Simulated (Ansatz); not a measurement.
The system is Ta.

```
Ta
1.0
     2.90037    0.00000    0.00000
    -1.45019    2.51180    0.00000
     0.00000    0.00000    5.16627
Ta
2
Direct
  0.33333 0.66667 0.25000
  0.66667 0.33333 0.75000
```

This isn't the form of Ta at room conditions, which is bcc.

- Program: Ansatz 0.2.0
- Task: single point
- Functional: PBEsol
- Potentials or basis: Ansatz PAW
- Cutoff: 420 eV (not typed: the program's choice for these potentials)
- k mesh: 11 × 11 × 5
- Occupations: fermi-dirac, width 0.05 eV
- Spin: no spin polarisation

On this cell: pressure -7.3 GPa; largest force under 0.003 eV/Å; band gap on the k mesh none (metal or under the smearing width).

The same run follows on a disturbed copy (atoms moved at random, drawn with an rms of 0.05 Å):

```
Ta
1.0
     2.90037    0.00000    0.00000
    -1.45019    2.51180    0.00000
     0.00000    0.00000    5.16627
Ta
2
Direct
  0.33032 0.67247 0.24286
  0.66260 0.32497 0.75926
```

Question: What does the disturbed cell give?

Answer: The energy (extrapolated to zero smearing) moves by +18.3 meV/atom; pressure -6.8 GPa; largest force 0.893 eV/Å; band gap on the k mesh none (metal or under the smearing width).

Forces on the atoms (eV/Å):
```
Ta  -0.023  0.040  0.892
Ta   0.023 -0.040 -0.892
```

Stress tensor (GPa, compression positive):
```
-8.23  0.29 -0.07
 0.29 -6.88  0.14
-0.07  0.14 -5.18
```

Caveats: the PAW data sets come from PBE, with cores solved anew for the run's functional, which leaves a small shift of forces and pressure.
